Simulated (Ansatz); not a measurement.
# A Si vacancy next to a Si vacancy in diamond Si, 62 atoms, charge −2

All numbers come from Ansatz (PAW, plane waves, no spin–orbit coupling) at the single k point (¼, ¼, ¼) without its symmetry partners. The atoms were relaxed with PBEsol in a fixed cell; other functionals are single points on those atoms unless said otherwise. The valence top and gap of the host come from its small cell on a dense mesh, with the band extrema sought between the mesh points, lined up by the mean potential, PBEsol gap 0.46 eV, r²SCAN gap 0.76 eV. The charge correction uses an assumed dielectric constant of 11.7.

Relaxed structure:

```
Si
1.0
    10.86558    0.00000    0.00000
     0.00000   10.86558    0.00000
     0.00000    0.00000   10.86558
Si
62
Direct
  0.99979 0.99974 0.99968
  0.99840 0.99844 0.50137
  0.99856 0.50153 0.99814
  0.99921 0.49968 0.49965
  0.50157 0.99811 0.99811
  0.49972 0.99921 0.49961
  0.49968 0.49955 0.99934
  0.12506 0.12509 0.12491
  0.12673 0.12652 0.62329
  0.12685 0.62320 0.12651
  0.12538 0.62521 0.62504
  0.62348 0.12620 0.12644
  0.62511 0.12558 0.62495
  0.62510 0.62507 0.12547
  0.25124 0.25121 0.00056
  0.25584 0.25569 0.50431
  0.25145 0.74915 0.99850
  0.25514 0.74547 0.49856
  0.74938 0.25105 0.99865
  0.74541 0.25531 0.49851
  0.74888 0.74896 0.99701
  0.73344 0.73337 0.51361
  0.37592 0.37583 0.12790
  0.39171 0.39186 0.61069
  0.37568 0.87344 0.12624
  0.37957 0.86940 0.62613
  0.87374 0.37564 0.12598
  0.86937 0.37953 0.62611
  0.87372 0.87360 0.12413
  0.86922 0.86935 0.62030
  0.25124 0.00072 0.25104
  0.25135 0.99846 0.74929
  0.25577 0.50425 0.25590
  0.25534 0.49874 0.74511
  0.74933 0.99843 0.25134
  0.74893 0.99713 0.74875
  0.74559 0.49867 0.25504
  0.73328 0.51350 0.73392
  0.37602 0.12780 0.37578
  0.37565 0.12623 0.87350
  0.39148 0.61084 0.39206
  0.37969 0.62606 0.86935
  0.87358 0.12627 0.37552
  0.87376 0.12415 0.87351
  0.86962 0.62620 0.37929
  0.86923 0.62054 0.86925
  0.00067 0.25120 0.25104
  0.99867 0.25132 0.74910
  0.99881 0.74917 0.25110
  0.99690 0.74899 0.74884
  0.50455 0.25543 0.25542
  0.49862 0.25537 0.74513
  0.49858 0.74509 0.25543
  0.51411 0.73301 0.73293
  0.12773 0.37578 0.37594
  0.12643 0.37562 0.87331
  0.12623 0.87369 0.37543
  0.12418 0.87351 0.87364
  0.61135 0.39132 0.39106
  0.62610 0.37911 0.86974
  0.62618 0.86938 0.37940
  0.62051 0.86905 0.86888
```

Chemical potentials μ are those of reference phases of the elements at zero temperature by the same functional (the usual solids, diamond for C, grey Sn, and the molecules H2, N2, O2, F2, Cl2, Br2 and S8).

| functional | E(defect) − E(host) − Σ nμ + q·E_VBM (eV) | monopole (eV) | alignment (eV) | formation energy at E_F = VBM (eV) | moment (μB) | wall time, shared host |
| --- | --- | --- | --- | --- | --- | --- |
| PBEsol | 5.65 | 0.64 | 0.33 | 6.62 | 0 (no spin) | 17 s on NVIDIA H100 (relaxation) |
| r²SCAN | 6.53 | 0.64 | 0.35 | 7.52 | 0 (no spin) | 12 s on NVIDIA H100 |

**Question.** How does the monopole term follow by hand for this cubic cell?

**Answer.** q²·α·e²/(4πε₀)/(2εL) with the Madelung constant α = 2.837 and e²/4πε₀ = 14.40 eV·Å: 4 × 2.837 × 14.40 / (2 × 11.7 × 10.866) = 0.64 eV.

r²SCAN one-electron levels near the gap (the ten most localised at most), from the host's valence top, not corrected for the charge's images:

```tsv
level (eV)	spin	filling	atoms sharing it	element of the atom with most weight
0.37	both	2.00	16.3	Si
0.37	both	2.00	16.4	Si
0.57	both	0.00	24.2	spread
0.57	both	0.00	24.2	spread
1.00	both	0.00	61.2	spread
1.00	both	0.00	61.2	spread
```

The runs had no spin polarisation though PBEsol leaves holes or close levels at the Fermi level; a state of higher spin may be lower.

One k point and a cell of this size can leave errors of several tenths of an eV in such numbers.

The doubly negative divacancy keeps its threefold axis: the dangling-bond atoms around each vacant site move inward by nearly equal amounts, with no sign of the pairing distortion known for the neutral and singly charged defect. The levels suggest why. The broken bonds combine into symmetric orbitals, expected in the valence band, and degenerate e pairs. The added electrons complete the lower pair, at 0.37 eV and near mid-gap in r²SCAN, which removes the Jahn–Teller drive that partial filling would create. The empty pair at 0.57 eV is probably the upper e combination, but it lies too close to the conduction edge and is too spread out for a firm assignment.

The formation energies of 6.62 and 7.52 eV refer to the Fermi level least favourable to an acceptor state; both fall twice as fast as the Fermi level rises, so n-type material favours this charge. Without the other charge states, neither the acceptor transition levels nor the Fermi-level range in which this state prevails can be derived.
